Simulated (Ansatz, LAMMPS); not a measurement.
# Squeezing and shearing amorphous TiO2 (84 atoms), part 2 of 4

How stiff is amorphous TiO2 (84 atoms), and how do its levels respond to strain?

Ansatz 0.2.0; Kohn-Sham DFT, PBE, PAW (set soft_1), plane waves.

The cell: 28 Ti and 56 O. The quench rate of 10 K/ps far exceeds what a furnace or splat quench reaches. The network of bonds at the start is that of the classical potential that made the cell. Only the Γ point is sampled.

So far. Step 2 (Single point at the start): The r.m.s. force at the start is 1.0 eV/Å. Step 3 (Cell and atoms relaxed): The relaxation converged after 22 steps, with a largest force component of 0.032 eV/Å.

## (4) Single point at the relaxed geometry

One more single point at the end of the walk gives the fuller output and checks the residual forces.

File input.yaml:

```yaml
crystal:
  lattice:
    - [10.29854, -0.08506, -0.33003]
    - [-0.08506, 11.03879, 0.26138]
    - [-0.33003, 0.26138, 10.06388]
  atoms:
    - { symbol: Ti, position: [0.19099, 0.13143, 0.17146] }
    - { symbol: Ti, position: [0.95299, 0.19062, 0.41373] }
    - { symbol: Ti, position: [0.90529, 0.98238, 0.68266] }
    - { symbol: Ti, position: [0.53036, 0.5649, 0.04851] }
    - { symbol: Ti, position: [0.66549, 0.30314, 0.46614] }
    - { symbol: Ti, position: [0.83833, 0.77084, 0.9688] }
    [... 72 atom lines left out ...]
    - { symbol: O, position: [0.90694, 0.63195, 0.06839] }
    - { symbol: O, position: [0.64609, 0.61587, 0.17765] }
    - { symbol: O, position: [0.75201, 0.6224, 0.57501] }
    - { symbol: O, position: [0.47574, 0.2773, 0.35776] }
    - { symbol: O, position: [0.80427, 0.69798, 0.80684] }
    - { symbol: O, position: [0.00229, 0.34594, 0.45192] }
kpoints:
  mp_grid: { grid: [1, 1, 1] }
hamiltonian:
  xc: pbe
  pseudopotentials: { kind: paw, azcp: { folder: soft_1 } }
scf:
  occupations: { method: fixed }
output:
  forces: true
  stress: true
  populations: true
  dos:
    method: { smearing: { sigma: 0.15 } }
    de: 0.1
    projected: { site_lists: { O: [O], Ti: [Ti] } }
  eigenvalues: true
  write_density: true
  write_potential: true
  volumetric_format: npy
  elf: true
```

On the command line:

```
$ ansatz run input.yaml --threads 4 --pin off --max-ram 8192MiB --backend cpu --events-out ev --progress --plain --runs-dir out
```

Numbers of over 12 decimals in the logs are rounded to 6 here.

What it wrote:

```text
[...]
Crystal: 84 atoms, lattice volume = 1142.132 Å³
Basis set: ecut = 420 eV, 22335 PW (Γ), exchange–correlation on 144×150×144 points (8 copies of the dense FFT grid, shifted against one another)
Bands: 420, of which v1, the nominal top of the filled ones, is band 336 counted from 1 (335 counted from 0)
Symmetry: 1 space group operations
[...]
k-points: 1
[...]
SCF iter   1: F=—  HF=-101886.903726 eV  |F-HF|=—  |Δ(HF+E_count)|=         —  Δρ=5.72e-2  dr2=4.66e1  ethr=3.10e-3  ⟨swp⟩=3.0  Hψ=1220  notcnv=0  defer=71
[...]
SCF iter  17: F=-101876.777760 eV  HF=-101876.777760 eV  |F-HF|=5.28e-9  |Δ(HF+E_count)|=   8.35e-8  Δρ=1.92e-6  dr2=5.14e-8  ethr=1.49e-11  ⟨swp⟩=15.0  Hψ=2885  notcnv=0
SCF 1 converged in 17 iterations: F = -101876.777760 eV  dr2 = 5.14e-8
[...]
SCF converged after 17 iterations
Free energy (F): -101876.777760 eV
[...]
Internal energy: -101876.777760 eV  (E = F + TS)
E sigma→0 (E₀):  -101876.777760 eV
Fermi energy:    4.944244 eV
[...]
--- Forces (eV/Å), atoms counted from 1 ---
  atom   1  Ti     0.01854077    -0.00708280    -0.00258550
  atom   2  Ti    -0.00115437     0.00223576    -0.00334565
  atom   3  Ti    -0.01104550     0.00315248     0.00935133
  atom   4  Ti    -0.00749233     0.00293233    -0.00275088
  atom   5  Ti    -0.00980664     0.00995831    -0.01363937
  atom   6  Ti    -0.00811274    -0.00350837    -0.01279527
  atom   7  Ti     0.00639445     0.00539675     0.01210053
  atom   8  Ti     0.01015410     0.00951969    -0.02198535
  atom   9  Ti     0.01566543    -0.00159991     0.00015993
  atom  10  Ti    -0.00337201    -0.00752984     0.00223008
  atom  11  Ti     0.01586124     0.00821540     0.01184662
  atom  12  Ti    -0.01727706    -0.01914068     0.00420333
  atom  13  Ti     0.00333062     0.00799622    -0.01444340
  atom  14  Ti     0.01440177     0.01319623     0.00100094
[...]
atom  83  O     -0.00095356     0.00912787    -0.00108188
  atom  84  O     -0.00173290    -0.00630683    -0.00100685
  max |Σ_I F_I| component: 7.01e-5 eV/Å
--- Stress (GPa, compression-positive) ---
       -0.009747      -0.003638      -0.006346
       -0.003638       0.031986       0.007480
       -0.006346       0.007480      -0.002967
  P = ⅓ Tr σ = 0.0064 GPa (0.064 kbar)
--- Band table (eV) ---
[...]
--- Löwdin populations: 84 sites ---
  site symbol       q [e]
     0     Ti     10.5940
     1     Ti     10.6095
     2     Ti     10.6047
[...]
83      O      6.6066
  spilling = 0.003200 (of n_electrons = 672.000000)
```

Run time: 32 s. Hardware: 4 threads of Arm Neoverse V1, shared host; peak memory 1.6 GiB.

Numbers from this run:

```
free energy                                      : -101876.7778 eV
free energy per atom                             : -1212.8188 eV/atom
SCF cycles                                       : 17
pressure                                         : 0.006424 GPa
r.m.s. force component                           : 0.00813 eV/Å
longest force                                    : 0.04078 eV/Å
Fermi energy                                     : 4.944 eV
gap (highest filled to lowest empty level) : 2.884 eV
spilling of the projection                       : 0.0032
```

## (5) Volume -3 %

The relaxed cell is scaled evenly and the atoms are relaxed again; the stress at the end gives one point of P(V).

input.yaml, the sections that differ from step 4:

```yaml
crystal:
  lattice:
    - [10.19451, -0.0842, -0.3267]
    - [-0.0842, 10.92728, 0.25874]
    - [-0.3267, 0.25874, 9.96222]
  atoms:
    [... the 84 atom lines of step 4 ...]
output:
  forces: true
  eigenvalues: true
  stress: true
relax:
  f_tol: 0.05
  max_steps: 70
# kpoints, hamiltonian, scf: as in step 4
```

What it wrote:

```text
Warning: output.stress: scf.convergence.dr2_threshold = 1e-7 eV (the SCF's general default) is looser than the 8.4e-9 eV advised for a printed stress (1e-10 eV for each atom of the cell: 84). What an SCF threshold leaves in a stress goes as its square root, and in the free energy as the threshold itself, and one threshold admits the most on a small cell: [...]
[...]
Crystal: 84 atoms, lattice volume = 1107.869 Å³
Basis set: ecut = 420 eV, 21615 PW (Γ), exchange–correlation on 144×150×144 points (8 copies of the dense FFT grid, shifted against one another)
Bands: 420, of which v1, the nominal top of the filled ones, is band 336 counted from 1 (335 counted from 0)
Symmetry: 1 space group operations
[...]
k-points: 1
[...]
SCF iter   1: F=—  HF=-101887.962733 eV  |F-HF|=—  |Δ(HF+E_count)|=         —  Δρ=6.09e-2  dr2=5.04e1  ethr=3.10e-3  ⟨swp⟩=3.0  Hψ=1211  notcnv=0  defer=76
[...]
SCF iter  12: F=-101876.203007 eV  HF=-101876.203006 eV  |F-HF|=9.52e-7  |Δ(HF+E_count)|=   2.32e-5  Δρ=4.05e-5  dr2=2.47e-5  ethr=9.30e-9  ⟨swp⟩=11.0  Hψ=2051  notcnv=0
SCF 1 converged in 12 iterations: F = -101876.203007 eV  dr2 = 2.47e-5
[...]
relax step   1: F+E_penalty+E_count = -101876.20300687 eV  Δ(F+E_penalty+E_count) = +0.000e0 eV  max|allowed force component| = 4.926e-1 eV/Å  Δτ_max = 0.0000 Å  (12 SCF iters, dr2 threshold 6.25e-5 eV, accepted)
[...]
relax step   2: F+E_penalty+E_count = -101876.42492599 eV  Δ(F+E_penalty+E_count) = -2.219e-1 eV  max|allowed force component| = 2.288e-1 eV/Å  Δτ_max = 0.0485 Å  (7 SCF iters, dr2 threshold 1.52e-5 eV, accepted)
[...]
relax step   3: F+E_penalty+E_count = -101876.50810040 eV  Δ(F+E_penalty+E_count) = -8.317e-2 eV  max|allowed force component| = 8.213e-2 eV/Å  Δτ_max = 0.0441 Å  (8 SCF iters, dr2 threshold 3.27e-6 eV, accepted)
relax step   4: F+E_penalty+E_count = -101876.51761401 eV  Δ(F+E_penalty+E_count) = -9.514e-3 eV  max|allowed force component| = 1.957e-1 eV/Å  Δτ_max = 0.0614 Å  (11 SCF iters, accepted)
relax step   5: F+E_penalty+E_count = -101876.52174499 eV  Δ(F+E_penalty+E_count) = -4.131e-3 eV  max|allowed force component| = 8.786e-2 eV/Å  Δτ_max = 0.0573 Å  (8 SCF iters, dr2 threshold 4.94e-6 eV, accepted)
relax step   6: F+E_penalty+E_count = -101876.52471191 eV  Δ(F+E_penalty+E_count) = -2.967e-3 eV  max|allowed force component| = 5.147e-2 eV/Å  Δτ_max = 0.0485 Å  (11 SCF iters, accepted)
[...]
relax step   7: F+E_penalty+E_count = -101876.52660147 eV  Δ(F+E_penalty+E_count) = -1.890e-3 eV  max|allowed force component| = 3.356e-2 eV/Å  Δτ_max = 0.0359 Å  (10 SCF iters, accepted)
SCF converged after 10 iterations
Free energy (F): -101876.526601 eV
[...]
Internal energy: -101876.526601 eV  (E = F + TS)
E sigma→0 (E₀):  -101876.526601 eV
Fermi energy:    5.305865 eV
[...]
--- Forces (eV/Å), atoms counted from 1 ---
  atom   1  Ti    -0.00153429    -0.01188065    -0.00468430
  atom   2  Ti    -0.02141937    -0.00872888    -0.00709913
  atom   3  Ti    -0.00410448     0.00093838    -0.00700381
  atom   4  Ti     0.00216013    -0.00545407    -0.01709284
  atom   5  Ti     0.01173234     0.00164278     0.00951604
  atom   6  Ti    -0.03232356     0.00303846     0.00303057
  atom   7  Ti    -0.00628867    -0.01714259    -0.00070004
  atom   8  Ti    -0.01341187    -0.00631110     0.01176851
  atom   9  Ti     0.00230341    -0.01161827     0.01048202
  atom  10  Ti     0.02741398    -0.01481915    -0.02449340
  atom  11  Ti     0.00628332    -0.00642118    -0.01197713
  atom  12  Ti     0.00628602     0.01433788     0.00131603
  atom  13  Ti    -0.00350505     0.00921973     0.02096772
  atom  14  Ti    -0.00064546     0.01668215    -0.01437383
[...]
atom  83  O     -0.01268307    -0.00516488    -0.01594154
  atom  84  O     -0.01884946    -0.02617760     0.02043660
  max |Σ_I F_I| component: 5.11e-5 eV/Å
--- Stress (GPa, compression-positive) ---
        2.308607       0.180486      -0.149761
        0.180486       2.093458      -0.160905
       -0.149761      -0.160905       2.543421
  P = ⅓ Tr σ = 2.3152 GPa (23.152 kbar)
--- Band table (eV) ---
[...]
--- Relaxed structure (7 steps of the walk, 7 accepted, 0 SCFs on fresh bases) ---
  F+E_penalty+E_count = -101876.52660147 eV   max|allowed force component| = 3.356e-2 eV/Å
  atoms:
    - { symbol: Ti, position: [0.188576, 0.132039, 0.169644] }
    - { symbol: Ti, position: [0.952964, 0.189071, 0.414838] }
    - { symbol: Ti, position: [0.909380, 0.980218, 0.682689] }
    - { symbol: Ti, position: [0.530527, 0.563923, 0.050716] }
[...]
- { symbol: O, position: [-0.00209403, 0.346880, 0.452860] }
```

Wall time 2.1 min (4 threads); peak memory 1.6 GiB; 8.1 min of CPU time.

The program notes that the SCF threshold is loose for the stress.

The relaxation converged after 7 steps, 0.324 eV below its start, with a largest force component of 0.034 eV/Å.

Volume -3 %: the energy stands 0.251 eV above that of the reference, at a pressure of 2.32 GPa.

## (6) Volume +3 %

The relaxed cell is scaled to another volume.

Input and log are left out; they have the form of those shown for this kind of step.

It took 2.4 min on 4 threads of Arm Neoverse V1, shared host; peak memory 1.6 GiB.

The relaxation converged after 7 steps, 0.296 eV below its start, with a largest force component of 0.040 eV/Å.

Volume +3 %: the energy stands 0.213 eV above that of the reference, at a pressure of -1.97 GPa.

## (7) Volume -6 %

The relaxed cell is scaled to another volume.

input.yaml, the sections that differ from step 5:

```yaml
crystal:
  lattice:
    - [10.08831, -0.08332, -0.32329]
    - [-0.08332, 10.81345, 0.25604]
    - [-0.32329, 0.25604, 9.85844]
  atoms:
    [... the 84 atom lines of step 4 ...]
# kpoints, hamiltonian, scf, output, relax: as in step 5
```

What it wrote:

```text
[...]
Crystal: 84 atoms, lattice volume = 1073.605 Å³
Basis set: ecut = 420 eV, 20961 PW (Γ), exchange–correlation on 144×150×144 points (8 copies of the dense FFT grid, shifted against one another)
Bands: 420, of which v1, the nominal top of the filled ones, is band 336 counted from 1 (335 counted from 0)
Symmetry: 1 space group operations
[...]
k-points: 1
[...]
SCF iter   1: F=—  HF=-101887.947189 eV  |F-HF|=—  |Δ(HF+E_count)|=         —  Δρ=6.51e-2  dr2=5.47e1  ethr=3.10e-3  ⟨swp⟩=3.0  Hψ=1211  notcnv=0  defer=76
[...]
SCF iter  11: F=—  HF=-101874.375635 eV  |F-HF|=—  |Δ(HF+E_count)|=   1.93e-4  Δρ=8.21e-5  dr2=9.53e-5  ethr=4.02e-8  ⟨swp⟩=2.0  Hψ=537  notcnv=0  defer=82
SCF iter  12: F=-101874.375658 eV  HF=-101874.375658 eV  |F-HF|=3.46e-7  |Δ(HF+E_count)|=   2.31e-5  Δρ=3.86e-5  dr2=2.13e-5  ethr=9.30e-9  ⟨swp⟩=12.0  Hψ=1933  notcnv=0
SCF 1 converged in 12 iterations: F = -101874.375658 eV  dr2 = 2.13e-5
[...]
relax step   1: F+E_penalty+E_count = -101874.37565812 eV  Δ(F+E_penalty+E_count) = +0.000e0 eV  max|allowed force component| = 1.040e0 eV/Å  Δτ_max = 0.0000 Å  (12 SCF iters, dr2 threshold 6.25e-5 eV, accepted)
[...]
relax step   2: F+E_penalty+E_count = -101875.31277028 eV  Δ(F+E_penalty+E_count) = -9.371e-1 eV  max|allowed force component| = 4.759e-1 eV/Å  Δτ_max = 0.0945 Å  (7 SCF iters, dr2 threshold 6.75e-5 eV, accepted)
[...]
relax step   3: F+E_penalty+E_count = -101875.68604229 eV  Δ(F+E_penalty+E_count) = -3.733e-1 eV  max|allowed force component| = 1.637e-1 eV/Å  Δτ_max = 0.0993 Å  (8 SCF iters, dr2 threshold 1.42e-5 eV, accepted)
relax step   4: F+E_penalty+E_count = -101875.72861050 eV  Δ(F+E_penalty+E_count) = -4.257e-2 eV  max|allowed force component| = 3.216e-1 eV/Å  Δτ_max = 0.2000 Å  (10 SCF iters, dr2 threshold 3.17e-6 eV, accepted)
relax step   5: F+E_penalty+E_count = -101875.76322035 eV  Δ(F+E_penalty+E_count) = -3.461e-2 eV  max|allowed force component| = 3.207e-1 eV/Å  Δτ_max = 0.1625 Å  (9 SCF iters, dr2 threshold 1.22e-5 eV, accepted)
relax step   6: F+E_penalty+E_count = -101875.78916268 eV  Δ(F+E_penalty+E_count) = -2.594e-2 eV  max|allowed force component| = 1.340e-1 eV/Å  Δτ_max = 0.0688 Å  (7 SCF iters, dr2 threshold 1.00e-4 eV, accepted)
relax step   7: F+E_penalty+E_count = -101875.67235127 eV  Δ(F+E_penalty+E_count) = +1.168e-1 eV  max|allowed force component| = 2.666e-1 eV/Å  Δτ_max = 0.2000 Å  (10 SCF iters, dr2 threshold 3.13e-6 eV, rejected (line search))
relax step   8: F+E_penalty+E_count = -101875.79553295 eV  Δ(F+E_penalty+E_count) = -6.370e-3 eV  max|allowed force component| = 1.163e-1 eV/Å  Δτ_max = 0.0668 Å  (12 SCF iters, accepted)
[...]
relax step   9: F+E_penalty+E_count = -101875.80082158 eV  Δ(F+E_penalty+E_count) = -5.289e-3 eV  max|allowed force component| = 3.541e-2 eV/Å  Δτ_max = 0.0627 Å  (10 SCF iters, accepted)
SCF converged after 10 iterations
Free energy (F): -101875.800822 eV
[...]
Internal energy: -101875.800822 eV  (E = F + TS)
E sigma→0 (E₀):  -101875.800822 eV
Fermi energy:    5.703841 eV
[...]
Σ components = -101875.800822   (vs F -101875.800822, Δ=0.00e0)
--- Forces (eV/Å), atoms counted from 1 ---
  atom   1  Ti     0.01951278     0.02354505     0.00332413
  atom   2  Ti    -0.00035036     0.01312761    -0.02083015
  atom   3  Ti    -0.01772801     0.02721721     0.01366715
  atom   4  Ti    -0.02826352     0.00453850    -0.00402056
[...]
atom  84  O      0.00347066    -0.01224648    -0.00805645
  max |Σ_I F_I| component: 1.49e-4 eV/Å
--- Stress (GPa, compression-positive) ---
        4.417852       0.538001      -0.416640
        0.538001       4.168582      -0.239308
       -0.416640      -0.239308       5.071183
  P = ⅓ Tr σ = 4.5525 GPa (45.525 kbar)
--- Band table (eV) ---
[...]
--- Relaxed structure (9 steps of the walk, 8 accepted, 0 SCFs on fresh bases) ---
  F+E_penalty+E_count = -101875.80082158 eV   max|allowed force component| = 3.541e-2 eV/Å
  atoms:
    - { symbol: Ti, position: [0.182237, 0.133522, 0.167254] }
    - { symbol: Ti, position: [0.948960, 0.185368, 0.417019] }
    - { symbol: Ti, position: [0.911271, 0.976630, 0.683904] }
    - { symbol: Ti, position: [0.529835, 0.562810, 0.054036] }
[...]
- { symbol: O, position: [-0.00743339, 0.344176, 0.459852] }
```

Elapsed: 2.7 min, on 4 threads; peak memory 1.6 GiB; 10 min of CPU time.

The relaxation converged after 9 steps, 1.43 eV below its start, with a largest force component of 0.035 eV/Å.

Volume -6 %: the energy stands 0.977 eV above that of the reference, at a pressure of 4.55 GPa.

[end of part 2 of 4]

[Logs are printed without paths, hosts, clocks, repeated set-up lines and the standing remarks that a program may print on its own settings, such as how far it seeks lower states.]

[Hosts, paths, dates, database ids (printed as entryN), source tags and the programs' standing remarks are cut or masked in the printed files.]
